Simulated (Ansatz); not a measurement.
Take NaF in the rock salt structure (space group Fm-3m, No. 225) as the base.

```
NaF
1.0
    0.00000     2.31454     2.31454
    2.31454     0.00000     2.31454
    2.31454     2.31454     0.00000
Na F
1 1
Cartesian
  0.00000   0.00000   0.00000
  2.31454   2.31454   2.31454
```

Cartesian axes are those of the cell as printed.

Level of theory: PBEsol (Ansatz, a quantum-chemistry and plane-wave program, PAW, without spin-orbit coupling).

Perturbation: the cell is stretched by 1.50 % along z with no lateral relaxation, atoms relaxed at fixed cell.

Task: Predict the stress tensor and what it implies for the stiffness.

Result: Stress of the strained cell less that of the base (GPa, compression positive):
```
  -0.32    0.00    0.00
   0.00   -0.32    0.00
   0.00    0.00   -1.37
```

Then −Δσ_ii/ε with ε = 0.0150 gives secant stiffness values (nonlinear terms included at this strain): C33 ≈ 92 GPa, C13 ≈ 21 GPa and C23 ≈ 21 GPa.

Stability against distortions was not tested.
